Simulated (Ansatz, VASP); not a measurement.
# Ta in VASP and in Ansatz

The input INCAR:

```
SYSTEM = Ta
PREC = Accurate
ENCUT = 520
EDIFF = 1E-7
ISMEAR = -1
SIGMA = 0.05
LREAL = .FALSE.
LASPH = .TRUE.
NELM = 80
ALGO = Normal
ISIF = 2
LWAVE = .FALSE.
LCHARG = .FALSE.
GGA = PE
NBANDS = 18
```

The input KPOINTS:

```
regular mesh
0
G
  11 11 5
  0 0 0
```

File POSCAR:

```
Ta
1.0
    2.9195803945      0.0000000000      0.0000000000
   -1.4597901972      2.5284307900      0.0000000000
    0.0000000000      0.0000000000      5.2004887322
Ta
2
Direct
    0.3333333333      0.6666666667      0.2500000000
    0.6666666667      0.3333333333      0.7500000000
```

The input input.yaml:

```yaml
crystal:
  lattice:
    - [2.9195803945, 0.0, 0.0]
    - [-1.4597901972, 2.52843079, 0.0]
    - [0.0, 0.0, 5.2004887322]
  atoms:
    - { symbol: Ta, position: [0.3333333333, 0.6666666667, 0.25] }
    - { symbol: Ta, position: [0.6666666667, 0.3333333333, 0.75] }
hamiltonian:
  xc: pbe
  pseudopotentials: { kind: paw }
kpoints:
  mp_grid: { grid: [11, 11, 5] }
scf:
  occupations: { method: fermi_dirac, width: 0.05 }
output:
  forces: true
  stress: true
  eigenvalues: true
  write_density: true
  write_potential: true
  elf: true
  volumetric_format: npy
```

This isn't the form of Ta at room conditions, which is bcc.

Alike in both runs: task single point; functional PBE; k mesh 11 × 11 × 5; occupations fermi-dirac, width 0.05 eV; no spin polarisation.

```csv
,VASP,Ansatz
version,VASP 6.6.1,Ansatz 0.2.0
potentials or method,"VASP PAW PBE potentials, release 64 (Ta_pv)",Ansatz PAW
plane-wave cutoff (eV),520,420
valence electrons in the cell,22,26
```

Ansatz gave:

| Property | Result |
| --- | --- |
| gap on the k mesh at the Fermi level (eV) | none |
| pressure (GPa) | -4.5 |
| largest component of the traceless stress (GPa) | 0.85 |

Problem. Estimate VASP's values.

Solution. gap on the k mesh at the Fermi level (eV): none; pressure (GPa): -4.5; largest component of the traceless stress (GPa): 0.86.

A gap of «none» marks a metal or a gap that the smearing closes. With one functional, cell and mesh, what is left measures potentials, basis and numerics. The two sets of potentials don't hold the same shells in valence.

The runs have no spin-orbit coupling, so splittings on Ta are missing.
